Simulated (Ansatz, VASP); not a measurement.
**One calculation of NaH, two programs**

File POSCAR:

```
NaH
1.0
    0.0374011917      2.4349134789      2.4349134789
    2.4349134789      0.0374011917      2.4349134789
    2.4349134789      2.4349134789      0.0374011917
Na H
1 1
Direct
    0.0000000000      0.0000000000      0.0000000000
    0.5000000000      0.5000000000      0.5000000000
```

The input INCAR.step1:

```
ALGO = Normal
EDIFF = 1E-4
ENCUT = 520
GGA = PE
ISMEAR = 0
LASPH = T
LCHARG = F
LREAL = F
LWAVE = T
NBANDS = 11
NELM = 80
PREC = Accurate
SIGMA = 0.01
```

File INCAR.step2:

```
ALGO = Normal
EDIFF = 1E-7
ENCUT = 520
ISIF = 2
ISMEAR = 0
ISTART = 1
LASPH = T
LCHARG = T
LELF = T
LMIXTAU = T
LREAL = F
LVHAR = T
LWAVE = F
METAGGA = R2SCAN
NBANDS = 11
NELM = 80
PREC = Accurate
SIGMA = 0.01
```

KPOINTS

```
k-points
0
Gamma
  10 10 10
```

Input for Ansatz:

```yaml
crystal:
  lattice:
    - [0.0374011917, 2.4349134789, 2.4349134789]
    - [2.4349134789, 0.0374011917, 2.4349134789]
    - [2.4349134789, 2.4349134789, 0.0374011917]
  atoms:
    - { symbol: Na, position: [0.0, 0.0, 0.0] }
    - { symbol: H, position: [0.5, 0.5, 0.5] }
kpoints:
  mp_grid: { grid: [10, 10, 10] }
  band_path:
    path:
      - [0.0, 0.0, 0.0]
      - [0.5, 0.0, 0.5]
      - [0.625, 0.25, 0.625]
      - [0.375, 0.375, 0.75]
      - [0.5, 0.5, 0.5]
      - [0.5, 0.25, 0.75]
    npoints: 1
hamiltonian:
  xc: r2scan
scf:
  occupations: { method: fixed }
  n_extra_bands: 4
output:
  forces: true
  stress: true
  eigenvalues: true
```

Change from the starting cell: shear_111 strain +2.3%.

Alike in both runs: task single point; functional r2SCAN; k mesh 10 × 10 × 10; no spin polarisation.

|  | VASP | Ansatz |
| --- | --- | --- |
| version | VASP 6.6.1 | Ansatz 0.2.0 |
| potentials or method | VASP PAW PBE potentials, release 64 (Na_pv, H) | plane waves, PAW |
| plane-wave cutoff (eV) | 520 | 500 |
| occupations | gaussian, width 0.01 eV | fixed |
| valence electrons in the cell | 8 | 10 |

|  | VASP | Ansatz | Ansatz less VASP |
| --- | --- | --- | --- |
| gap on the k mesh at the Fermi level (eV) | 4.25 | 4.23 | -0.012 |
| pressure (GPa) | -0.8 | -0.5 | +0.24 |
| largest component of the traceless stress (GPa) | 0.34 | 0.38 | +0.039 |

The two sets of potentials don't hold the same shells in valence.

Caveats: the PAW data sets were made with another functional, which shifts forces and pressure a little (VASP). A k mesh can miss the band edges.
